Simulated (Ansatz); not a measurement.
# HfSiO₄ under strain: ¹⁷⁹Hf nuclear quadrupole resonance

Cell: a COD entry, relaxed with PBE at fixed cell and then changed (z compressed by 2 %, ions relaxed).

```
Hf Si O
1.0
    -3.28625    3.28625    2.92197
     3.28625   -3.28625    2.92197
     3.28625    3.28625   -2.92197
Hf Si O
2 2 8
Direct
  0.75000 0.25000 0.50000
  0.00000 0.00000 0.00000
  0.25000 0.75000 0.50000
  0.50000 0.50000 0.00000
  0.13331 0.31911 0.81420
  0.06911 0.75491 0.68580
  0.50491 0.31911 0.18580
  0.06911 0.38331 0.31420
  0.61669 0.93089 0.68580
  0.68089 0.86669 0.18580
  0.24509 0.93089 0.31420
  0.68089 0.49509 0.81420
```

Atom numbers follow the list; atoms alike are taken as one site, whose name carries the number of the first.

Level of theory: DFT, PBE, plane waves and PAW, scalar-relativistic, 420 eV cutoff, Γ-centred 7×7×7 k-points, Fermi–Dirac smearing 0.02 eV (Ansatz 0.2.0).

¹⁷⁹Hf: I = 9/2, Q = 3793 mb (year-2017 value). Static lattice, zero field.

(1) The simulated lines lie at 43.3, 86.5, 129.8, 173.1 MHz. What are |C_Q|, η and |V_zz| at Hf?

## Answers

(1) For I = 9/2 and η = 0 the lines are |C_Q|/24 times 1, 2, 3 and 4; η shifts the lowest up most. Here |C_Q| = 1039 MHz, η = 0.00 and |V_zz| = 11.32 × 10²¹ V/m². The calculation gives V_zz positive; the lines don't show the sign. The site has 8 O at 2.10–2.23 Å.

An axis of threefold or higher order runs through Hf, so V_zz lies along it and η is zero.

Without spin–orbit coupling the gradients at and beside Hf can be off by some per cent, at some sites by more. At this changed cell the PBE pressure is 13 GPa.

The relaxation (3 steps) took 14 s of wall time (49 s of CPU time) and 0.74 GiB at its peak, on 4 threads of Intel Xeon Platinum 8488C (Sapphire Rapids) (x86_64; 16 cores open to the job, memory cap 8.0 GiB, no GPU), a shared host with a load of 0.5 a core.
